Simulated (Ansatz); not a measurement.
**An O vacancy in wurtzite MgO, 95 atoms, charge +2**

Wanted: path and barrier of the jump (PBEsol and HSE06).

Program: Ansatz 0.2.0, PAW, plane waves. These are calculated values, not measurements.

## 1. The starting cell

95 atoms (48 Mg, 47 O); a = 9.906 Å, b = 11.438 Å, c = 10.050 Å, α = 90.00°, β = 90.00°, γ = 90.00°. All atoms were shaken off their sites by about 0.02 Å along each axis. Defect site 1: (0.500, 0.583, 0.443).

Plan of the steps: (2) PBEsol relaxation at the single k point (¼, ¼, ¼), on 1 × NVIDIA GB200 with 8 threads of Arm Neoverse-V2; (3) HSE06 single point at the single k point (¼, ¼, ¼), on 1 × NVIDIA GB200 with 8 threads of Arm Neoverse-V2; (4) PBEsol band at the single k point (¼, ¼, ¼), on 1 × NVIDIA GB200 with 8 threads of Arm Neoverse-V2; (5) HSE06 single point at the single k point (¼, ¼, ¼), on 1 × NVIDIA GB200 with 8 threads of Arm Neoverse-V2.

## 2. PBEsol relaxation in the fixed cell

in.yaml

```yaml
crystal:
  lattice:
    - [9.905818, 0.000000, 0.000000]
    - [0.000000, 11.438253, 0.000000]
    - [0.000000, 0.000000, 10.049646]
  atoms:
    - { symbol: Mg, position: [0.167423, 0.084258, 0.243888] }
    - { symbol: Mg, position: [0.166814, 0.081378, 0.745784] }
    - { symbol: Mg, position: [0.000470, 0.334225, 0.244116] }
    - { symbol: Mg, position: [0.002804, 0.333339, 0.743415] }
    - { symbol: Mg, position: [0.497444, 0.082229, 0.243155] }
    - { symbol: Mg, position: [0.501326, 0.085103, 0.744878] }
    - { symbol: Mg, position: [0.335975, 0.333952, 0.244772] }
    - { symbol: Mg, position: [0.332141, 0.333758, 0.745470] }
    - { symbol: Mg, position: [0.168572, 0.581426, 0.243807] }
    - { symbol: Mg, position: [0.166131, 0.583424, 0.746962] }
    - { symbol: Mg, position: [0.996363, 0.835456, 0.246352] }
    - { symbol: Mg, position: [0.997379, 0.832910, 0.744838] }
    - { symbol: Mg, position: [0.831148, 0.082135, 0.245877] }
    - { symbol: Mg, position: [0.832308, 0.082479, 0.743148] }
    - { symbol: Mg, position: [0.663847, 0.333768, 0.244663] }
    - { symbol: Mg, position: [0.667064, 0.331756, 0.745168] }
    - { symbol: Mg, position: [0.500006, 0.582225, 0.243369] }
    - { symbol: Mg, position: [0.498322, 0.581653, 0.744336] }
    - { symbol: Mg, position: [0.332388, 0.832703, 0.243626] }
    - { symbol: Mg, position: [0.337296, 0.833437, 0.745960] }
    - { symbol: Mg, position: [0.833302, 0.587611, 0.242389] }
    - { symbol: Mg, position: [0.831994, 0.583192, 0.744107] }
    - { symbol: Mg, position: [0.668008, 0.835597, 0.246201] }
    - { symbol: Mg, position: [0.665829, 0.834143, 0.745878] }
    - { symbol: Mg, position: [0.999386, 0.167641, 0.492277] }
    - { symbol: Mg, position: [0.997760, 0.166302, 0.992000] }
    - { symbol: Mg, position: [0.335386, 0.164162, 0.491715] }
    - { symbol: Mg, position: [0.333010, 0.167098, 0.991776] }
    - { symbol: Mg, position: [0.166213, 0.418047, 0.495145] }
    - { symbol: Mg, position: [0.169497, 0.414900, 0.995238] }
    - { symbol: Mg, position: [0.996060, 0.668464, 0.495308] }
    - { symbol: Mg, position: [0.002476, 0.668023, 0.995610] }
    - { symbol: Mg, position: [0.665729, 0.165301, 0.494409] }
    - { symbol: Mg, position: [0.667052, 0.168692, 0.994540] }
    - { symbol: Mg, position: [0.498254, 0.416790, 0.494970] }
    - { symbol: Mg, position: [0.499581, 0.417215, 0.996839] }
    - { symbol: Mg, position: [0.331636, 0.669638, 0.493577] }
    - { symbol: Mg, position: [0.333128, 0.664698, 0.994750] }
    - { symbol: Mg, position: [0.168944, 0.918078, 0.495368] }
    - { symbol: Mg, position: [0.163763, 0.918560, 0.993683] }
    - { symbol: Mg, position: [0.832226, 0.418763, 0.496555] }
    - { symbol: Mg, position: [0.835511, 0.419273, 0.001121] }
    - { symbol: Mg, position: [0.666945, 0.664375, 0.492415] }
    - { symbol: Mg, position: [0.669383, 0.667955, 0.992516] }
    - { symbol: Mg, position: [0.496558, 0.915417, 0.501144] }
    - { symbol: Mg, position: [0.501171, 0.917336, 0.996957] }
    - { symbol: Mg, position: [0.835660, 0.918771, 0.495290] }
    - { symbol: Mg, position: [0.834182, 0.914404, 0.992362] }
    - { symbol: O, position: [0.998070, 0.168543, 0.188962] }
    - { symbol: O, position: [0.000631, 0.163745, 0.694014] }
    - { symbol: O, position: [0.335672, 0.168466, 0.192581] }
    - { symbol: O, position: [0.332741, 0.169003, 0.694597] }
    - { symbol: O, position: [0.166060, 0.416526, 0.196750] }
    - { symbol: O, position: [0.164879, 0.416310, 0.691682] }
    - { symbol: O, position: [0.998769, 0.669668, 0.189472] }
    - { symbol: O, position: [0.001124, 0.666141, 0.689620] }
    - { symbol: O, position: [0.667805, 0.164424, 0.195209] }
    - { symbol: O, position: [0.667741, 0.165353, 0.691496] }
    - { symbol: O, position: [0.499256, 0.414743, 0.198303] }
    - { symbol: O, position: [0.500100, 0.416828, 0.694327] }
    - { symbol: O, position: [0.333617, 0.666340, 0.191495] }
    - { symbol: O, position: [0.332478, 0.665522, 0.690950] }
    - { symbol: O, position: [0.168874, 0.916234, 0.193430] }
    - { symbol: O, position: [0.166720, 0.916563, 0.694859] }
    - { symbol: O, position: [0.832325, 0.417867, 0.192777] }
    - { symbol: O, position: [0.832931, 0.415944, 0.691653] }
    - { symbol: O, position: [0.671198, 0.667727, 0.196039] }
    - { symbol: O, position: [0.665074, 0.667883, 0.692319] }
    - { symbol: O, position: [0.500751, 0.917123, 0.195414] }
    - { symbol: O, position: [0.501694, 0.915849, 0.696109] }
    - { symbol: O, position: [0.833222, 0.917458, 0.193761] }
    - { symbol: O, position: [0.829876, 0.916468, 0.697307] }
    - { symbol: O, position: [0.165261, 0.082228, 0.441289] }
    - { symbol: O, position: [0.167915, 0.081769, 0.942648] }
    - { symbol: O, position: [0.001672, 0.334982, 0.444536] }
    - { symbol: O, position: [0.996681, 0.333750, 0.944136] }
    - { symbol: O, position: [0.499007, 0.084180, 0.443283] }
    - { symbol: O, position: [0.501603, 0.083424, 0.943250] }
    - { symbol: O, position: [0.334690, 0.334492, 0.440437] }
    - { symbol: O, position: [0.331059, 0.332772, 0.946617] }
    - { symbol: O, position: [0.166109, 0.583628, 0.441874] }
    - { symbol: O, position: [0.163215, 0.585268, 0.943060] }
    - { symbol: O, position: [0.996613, 0.833255, 0.441685] }
    - { symbol: O, position: [0.001662, 0.833494, 0.944395] }
    - { symbol: O, position: [0.833025, 0.084588, 0.443774] }
    - { symbol: O, position: [0.832197, 0.084732, 0.946044] }
    - { symbol: O, position: [0.667115, 0.335144, 0.444220] }
    - { symbol: O, position: [0.668158, 0.334014, 0.945426] }
    - { symbol: O, position: [0.501453, 0.582223, 0.945320] }
    - { symbol: O, position: [0.335470, 0.834536, 0.442261] }
    - { symbol: O, position: [0.330143, 0.830216, 0.945515] }
    - { symbol: O, position: [0.834074, 0.581226, 0.442944] }
    - { symbol: O, position: [0.832608, 0.584650, 0.942524] }
    - { symbol: O, position: [0.665547, 0.831524, 0.441485] }
    - { symbol: O, position: [0.666681, 0.835467, 0.941920] }
  symmetry: { detect: false }
kpoints:
  mp_grid: { grid: [1, 1, 1], shift: [0.25, 0.25, 0.25] }
hamiltonian:
  xc: pbesol
total_charge: 2
scf:
  occupations: { method: fermi_dirac, width: 0.01 }
relax:
  f_tol: 0.03
  max_steps: 80
  escape_saddle: false
  adjacent_minimum: "off"
output:
  forces: true
  eigenvalues: true
  populations: true
  charged_corrections: { epsilon: 8 }
```

Launch:

```bash
> ansatz run in.yaml --threads 8 --pin off --max-ram 118750MiB --runs-dir r --events-out ev --progress --plain --backend cuda --devices 0, --max-vram 170GiB
```

The runs that follow: HSE06 on the final geometry; Elastic band between the two sites; Single point with HSE06.

**Question.** What will these runs give? Wanted: for each run, top filled to lowest empty.

**Answer**, as computed:

| level | time | top filled to lowest empty (eV) |
| --- | --- | --- |
| PBEsol, relaxation | 5.2 s (GPU) | 2.77 |
| HSE06 | 23 s (GPU) | 4.17 |
| HSE06, at the band's top | 24 s (GPU) | 4.57 |

```
                   quantity                             value
                 relaxation  6 recorded steps, 2.92 eV gained
              largest shift                     0.61 Å (Mg17)
barrier forwards, backwards                     1.44, 1.44 eV
                       jump                       O by 3.15 Å
            band iterations                                 8
    top less start by HSE06                           1.61 eV
```

**What this shows.** The relaxation lowers the energy by 2.92 eV; the largest shift is 0.61 Å (Mg17). The PBEsol barrier is 1.44 eV forwards and 1.44 eV back, about 56 times kT at 300 K, without charge corrections. The cell's size and k points aren't converged for it. The program's check left the order of the top open. On the same two geometries HSE06 gives 1.61 eV. At the same k points, PBEsol gives a spacing 1.40 eV smaller than the 4.17 eV of HSE06. In a defect cell this spacing can involve defect levels, so it need not be the gap.
